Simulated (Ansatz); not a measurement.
# Si: the cost of one run

Computed with Ansatz 0.2.0 (DFT PBE+D3(BJ), scalar-relativistic, plane waves, PAW, unless a step's input says otherwise).

5 further runs of the same task are left out: 5 set aside as unsound or not needed.

### 1 The system as given

The structure is hexagonal, space group P-6m2 (No. 187). Conventional cell: a = 3.848 Å, b = 3.848 Å, c = 18.442 Å, α = 90.00°, β = 90.00°, γ = 120.00°. Si (site symmetry 3m) is surrounded by 3 Si at 2.27 Å.

Coordinates:

```cif
data_structure
_symmetry_space_group_name_H-M 'P 1'
_symmetry_Int_Tables_number 1
_cell_length_a 3.8475
_cell_length_b 3.8475
_cell_length_c 18.4416
_cell_angle_alpha 90.000
_cell_angle_beta 90.000
_cell_angle_gamma 120.000
_cell_volume 236.42
loop_
_atom_site_label
_atom_site_type_symbol
_atom_site_fract_x
_atom_site_fract_y
_atom_site_fract_z
_atom_site_occupancy
Si1 Si 0.33333 0.66667 0.26954 1
Si2 Si 0.66667 0.33333 0.24401 1
Si3 Si 0.66667 0.33333 0.48486 1
Si4 Si 0.33333 0.66667 0.45933 1
```

This is the geometry of the first run shown, built on a cell relaxed beforehand with the same method.

### 2 Plan of the line

Atoms count from 1 in the order of the input.

The upper layer of a bilayer is slid along a line and lifted, both layers rigid.

- slide of the upper layer along the long diagonal of the hexagonal surface cell, from Si4 above Si1: 9 values from 0.00 to 5.92 Å, periodic
- distance between the facing planes of atoms: 6 values from 3.50 to 5.30 Å

Nothing else is relaxed. Energies count from the two layers apart. Points are written as (first, second).

### 3 Point (0.00 Å, 3.50 Å)

A dipole layer in the vacuum cancels the field that periodic copies would set up if the slab's two faces differ.

input.yaml reads:

```yaml
crystal:
  lattice:
    - [3.8475254748, 0.0, 0.0]
    - [-1.9237627374, 3.3320548028, 0.0]
    - [0.0, 0.0, 18.4415958287]
  atoms:
    - { symbol: Si, position: [0.3333333333, 0.6666666667, 0.2695427207] }
    - { symbol: Si, position: [0.6666666667, 0.3333333333, 0.2440135898] }
    - { symbol: Si, position: [0.6666666667, 0.3333333333, 0.4848601993] }
    - { symbol: Si, position: [0.3333333333, 0.6666666667, 0.4593310684] }
basis:
  ecutwfc: 420
kpoints:
  mp_grid: { grid: [9, 9, 1] }
hamiltonian:
  xc: pbe
  pseudopotentials: { kind: paw, azcp: { folder: soft_1 } }
  dispersion: d3bj
scf:
  occupations: { method: gaussian, width: 0.1 }
output:
  forces: true
  eigenvalues: true
efield:
  axis: 3
  dipole_correction: true
  ramp_width: 0.04
```

Started as:

```sh
$ ansatz run input.yaml --threads 1 --pin off --max-ram 3072MiB --backend cpu --events-out ev --progress --plain --runs-dir out
```

What time and memory should one allow on 1 thread of Arm Neoverse N1, shared host?

About 6 s, with a peak of 0.33 GiB.
